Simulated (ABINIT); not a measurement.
BP:

```xyz
2
Lattice="0.0000 2.2690 2.2690 2.2690 0.0000 2.2690 2.2690 2.2690 0.0000" Properties=species:S:1:pos:R:3 pbc="T T T"
P     3.4035    3.4035    3.4035
B     0.0000    0.0000    0.0000
```

Base run:

* Program: ABINIT 10.8.3 (patched build)
* Functional: LDA-Teter
* Potentials or basis: PseudoDojo NC SR LDA v0.4.1 standard
* Cutoff: 1034 eV
* k mesh: 10 × 10 × 10
* Occupations: fermi-dirac, width 0.05 eV
* Spin: no spin polarisation

Its results: band gap on the k mesh 1.20 eV, indirect (least direct gap 3.39 eV); pressure -5.4 GPa.

Problem. The run is repeated on the same cell with these changes: functional from LDA-Teter to PBE; potentials or basis from PseudoDojo NC SR LDA v0.4.1 standard to Ansatz NC PBE; cutoff from 1034 eV to 1116 eV. What comes out?

Solution. Band gap on the k mesh 1.25 eV, indirect (least direct gap 3.40 eV); pressure 1.1 GPa.
